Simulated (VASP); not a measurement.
Wanted: the native input for a VASP 6.6.1 run.

- Task: band structure
- Functional: TB-mBJ
- Potentials or basis: VASP PAW PBE potentials, release 64 (Si)
- Cutoff: 520 eV
- k mesh: 14 × 14 × 14
- Occupations: gaussian, width 0.02 eV
- Spin: no spin polarisation
- Further INCAR settings: ALGO = Normal; EDIFF = 1e-06; NBANDS = 11

Si:

```xyz
2
Lattice="0.0000 2.7176 2.7176 2.7176 0.0000 2.7176 2.7176 2.7176 0.0000" Properties=species:S:1:pos:R:3 pbc="T T T"
Si    2.7176    2.7176    2.7176
Si    4.0764    4.0764    4.0764
```

One way to write it, as run:

POSCAR

```
Si
1.0
    0.0000000000      2.7176300000      2.7176300000
    2.7176300000      0.0000000000      2.7176300000
    2.7176300000      2.7176300000      0.0000000000
Si
2
Direct
    0.5000000000      0.5000000000      0.5000000000
    0.7500000000      0.7500000000      0.7500000000
```

INCAR.step1

```
SYSTEM = Si
PREC = Accurate ; ENCUT = 520
EDIFF = 1E-5 ; ISMEAR = 0
SIGMA = 0.02 ; LREAL = .FALSE.
LASPH = .TRUE. ; NELM = 60
ALGO = Normal ; ISIF = 2
LWAVE = .TRUE. ; LCHARG = .FALSE.
NBANDS = 11 ; GGA = PE
```

INCAR.step2

```
SYSTEM = Si
PREC = Accurate ; ENCUT = 520
EDIFF = 1E-6 ; ISMEAR = 0
SIGMA = 0.02 ; LREAL = .FALSE.
LASPH = .TRUE. ; NELM = 60
ALGO = Normal ; ISIF = 2
LWAVE = .FALSE. ; LCHARG = .FALSE.
METAGGA = MBJ ; NBANDS = 11
ISTART = 1
```

KPOINTS

```
Automatic mesh
0
G
  14 14 14
  0 0 0
```

KPOINTS_OPT

```
path GXWKGLUWLK,UX
10
line-mode
reciprocal
 0.0000000000  0.0000000000  0.0000000000  G
 0.5000000000  0.0000000000  0.5000000000  X

 0.5000000000  0.0000000000  0.5000000000  X
 0.5000000000  0.2500000000  0.7500000000  W

 0.5000000000  0.2500000000  0.7500000000  W
 0.3750000000  0.3750000000  0.7500000000  K

 0.3750000000  0.3750000000  0.7500000000  K
 0.0000000000  0.0000000000  0.0000000000  G

 0.0000000000  0.0000000000  0.0000000000  G
 0.5000000000  0.5000000000  0.5000000000  L

 0.5000000000  0.5000000000  0.5000000000  L
 0.6250000000  0.2500000000  0.6250000000  U

 0.6250000000  0.2500000000  0.6250000000  U
 0.5000000000  0.2500000000  0.7500000000  W

 0.5000000000  0.2500000000  0.7500000000  W
 0.5000000000  0.5000000000  0.5000000000  L

 0.5000000000  0.5000000000  0.5000000000  L
 0.3750000000  0.3750000000  0.7500000000  K

 0.6250000000  0.2500000000  0.6250000000  U
 0.5000000000  0.0000000000  0.5000000000  X
```

Potentials or basis: VASP PAW PBE potentials, release 64 (Si).

Launch:

```sh
$ cat potpaw_PBE.64/Si/POTCAR > POTCAR
$ cp INCAR.step1 INCAR
$ mpirun -np 1 vasp_std > vasp.out
$ cp INCAR.step2 INCAR
$ mpirun -np 1 vasp_std > vasp.out
```

It gave:

```
Band gap on the k mesh  : 1.27 eV, indirect (least direct gap 3.20 eV)
Band gap along the path : 1.28 eV, indirect (least direct gap 3.20 eV)
```

It took 59 s on 1 thread of Intel(R) Xeon(R) 6975P-C (Granite Rapids) (shared host), peak memory 0.21 GiB.
